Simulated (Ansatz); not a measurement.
In doubt: masses and optical values from hybrid runs of this build are listed as unsure, which bears on the screening that GW takes from such a start.

Rows from a G0W0 calculation on BP (honeycomb bilayer) (Ansatz 0.2.0; G0W0 on HSE06, plane waves, PAW; PAW set soft_1; 6×6×1 mesh, 182 empty bands, screening to 45 eV, PAW set soft_1 files), in eV. Spin-orbit coupling is left out.

```csv
row,k,band,start,Σx,Σc at the solution,Vxc
A,"(0.333, 0.333, 0.000)",c2,-3.658,-8.048,-2.868,-11.349
B,"(0.333, 0.333, 0.000)",c1,-4.345,-7.357,-2.880,-10.668
C,"(0.333, 0.333, 0.000)",v1,-5.412,-13.776,0.913,-12.907
D,"(0.333, 0.333, 0.000)",v2,-5.918,-13.083,0.682,-12.473
```

**Question.** Give the quasiparticle energies and the shift of each level.

The quasiparticle equation reads E = start + Σx + Σc(E) − Vxc.

```csv
row,E (eV),shift (eV)
A,-3.224,+0.433
B,-3.913,+0.431
C,-5.367,+0.045
D,-5.847,+0.071
```

The gap over the computed points goes from 1.07 eV to 1.45 eV.

Limits: not at the basis limit; coarse mesh for a sheet.

[Paths, hosts, dates, memory and timing lines, banners, echoed tables and standing remarks are left out of the program output.]

[Logs are printed without paths, hosts, clocks, repeated set-up lines and the standing remarks that a program may print on its own settings, such as how far it seeks lower states.]

[Runs of the session that timed out or met a known fault of the program may be left out.]

[Cells called generated may have been cut or substituted from an entry of the Crystallography Open Database or the Materials Project.]

[Hosts, paths, dates, database ids (printed as entryN), source tags and the programs' standing remarks are cut or masked in the printed files.]
